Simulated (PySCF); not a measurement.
## C4H2O3: calculation and literature

Atoms are numbered as in `[O:1]=[C:2]1[CH:3]=[CH:4][C:5](=[O:6])[O:7]1` (H(Xn): hydrogen on atom n).

What is known from experiment: δ ¹⁷O O1/O6 437.1; O7 288.1 ppm (measured; CH3CN; Olsson, Cremer, J. Phys. Chem. 1996, 100, 16881).
δ ¹⁷O O1/O6 437.1; O7 288.1 ppm (measured; solution, CH3CN; L. Olsson, D. Cremer, J. Phys. Chem. 100 (1996) 16881).

No relativistic terms, one computed conformer, rapidly exchanging positions averaged, in vacuum. Geometry: GFN2-xTB; PBE0/pcSseg-1 with gauge-including orbitals; PySCF 2.14.

**Question.** Set the calculated values beside the experiment.

**Answer.** 
Reference values: measured (CH3CN; Olsson, Cremer, J. Phys. Chem. 1996, 100, 16881).
```tsv
atoms	quantity	reference	computed
O1/O6	δ ¹⁷O vs H2O (gas)	437.1	507.1
O7	δ ¹⁷O vs H2O (gas)	288.1	304.8
```

Reference values: measured (solution, CH3CN; L. Olsson, D. Cremer, J. Phys. Chem. 100 (1996) 16881).
```tsv
atoms	quantity	reference	computed
O1/O6	δ ¹⁷O vs gaseous H2O	437.1	507.1
O7	δ ¹⁷O vs gaseous H2O	288.1	304.8
```

Computed shifts are σ(ref) − σ with the named reference compound (TMS for H and C) calculated as an isolated molecule at the same level. The measured values may be among those fitted. Shieldings were converted by a linear fit to measured shifts: ¹⁷O: δ = 266.70 − 0.911σ (rms 10.7 ppm, 155 shifts, 12.2 ppm with the 3 outliers that the fit left out vs liquid water, solution or neat liquid). Occasional misses reach two or three times the rms, and more in compound classes unlike the fitted ones.

**Question.** How far are the unscaled ¹⁷O shifts from the references?

**Answer.** Mean signed difference +43.35 ppm, mean absolute 43.35 ppm over 4 comparisons; the largest is +70.0 ppm at O1/O6 (ester carbonyl oxygen).

4 of the 10 published NMR values on file for this molecule are compared. The rest: values whose atom or origin is in doubt.
